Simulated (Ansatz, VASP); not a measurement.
**Al in VASP and in Ansatz**

```xyz
1
Lattice="-1.5110 1.5110 1.7546 1.5110 -1.5110 1.7546 1.5110 1.5110 -1.7546" Properties=species:S:1:pos:R:3 pbc="T T T"
Al    0.0000    0.0000    0.0000
```

Alike in both runs: task single point; functional PBE; k mesh 22 × 22 × 22; occupations gaussian, width 0.15 eV; no spin polarisation.

|  | VASP | Ansatz |
| --- | --- | --- |
| version | VASP 6.6.1 | Ansatz 0.2.0 |
| potentials or method | VASP PAW PBE potentials, release 64 (Al) | scalar-relativistic, plane waves, PAW |
| plane-wave cutoff (eV) | 520 | 420 |
| valence electrons in the cell | 3 | 3 |

Ansatz gave:

* gap on the k mesh at the Fermi level (eV): none
* pressure (GPa): 3.9
* largest component of the traceless stress (GPa): 5.25

Task: Which values does VASP return?

Result: gap on the k mesh at the Fermi level (eV): none; pressure (GPa): 3.8; largest component of the traceless stress (GPa): 5.28.

A gap of «none» marks a metal or a gap that the smearing closes.
